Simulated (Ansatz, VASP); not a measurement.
# Cs: VASP beside Ansatz

Contents of INCAR:

```
ALGO = Normal
EDIFF = 1E-6
ENCUT = 520
GGA = RP
ISIF = 2
ISMEAR = -1
LASPH = T
LCHARG = F
LREAL = F
LWAVE = F
NBANDS = 10
NELM = 80
PREC = Accurate
SIGMA = 0.1
```

The input KPOINTS:

```
k-points
0
Gamma
  8 8 8
```

The input POSCAR:

```
Cs
1.0
    0.0000000000      3.8630810877      3.8630810877
    3.8630810877      0.0000000000      3.8630810877
    3.8630810877      3.8630810877      0.0000000000
Cs
1
Direct
    0.0000000000      0.0000000000      0.0000000000
```

Input for Ansatz:

```yaml
crystal:
  lattice:
    - [0.0, 3.8630810877, 3.8630810877]
    - [3.8630810877, 0.0, 3.8630810877]
    - [3.8630810877, 3.8630810877, 0.0]
  atoms:
    - { symbol: Cs, position: [0.0, 0.0, 0.0] }
hamiltonian:
  xc: rpbe
  pseudopotentials:
    kind: paw
    azcp:
      Cs: "pseudopotentials/Cs.paw.azcp"
basis:
  ecutwfc: 420
  fft_grid_basis: typed
kpoints:
  mp_grid: { grid: [8, 8, 8], shift: [0, 0, 0] }
magnetization:
  spin_polarized: false
scf:
  occupations: { method: fermi_dirac, width: 0.1 }
  lower_state_search: "off"
output:
  stress: true
```

Alike in both runs: task single point; functional RPBE; k mesh 8 × 8 × 8; occupations fermi-dirac, width 0.1 eV; no spin polarisation.

```csv
,VASP,Ansatz
version,VASP 6.6.1,Ansatz 0.2.0
potentials or method,"VASP PAW PBE potentials, release 64 (Cs_sv)","plane waves (420 eV) with PAW, scalar-relativistic"
plane-wave cutoff (eV),520,420
valence electrons in the cell,9,9
```

```tsv
	VASP	Ansatz	Ansatz less VASP
pressure (GPa)	0.3	0.3	0.00
```

With one functional, cell and mesh, what is left measures potentials, basis and numerics.

Caveats: the PAW data sets were made with another functional, which shifts forces and pressure a little (VASP). Spin-orbit coupling is left out, which matters for the levels of Cs.
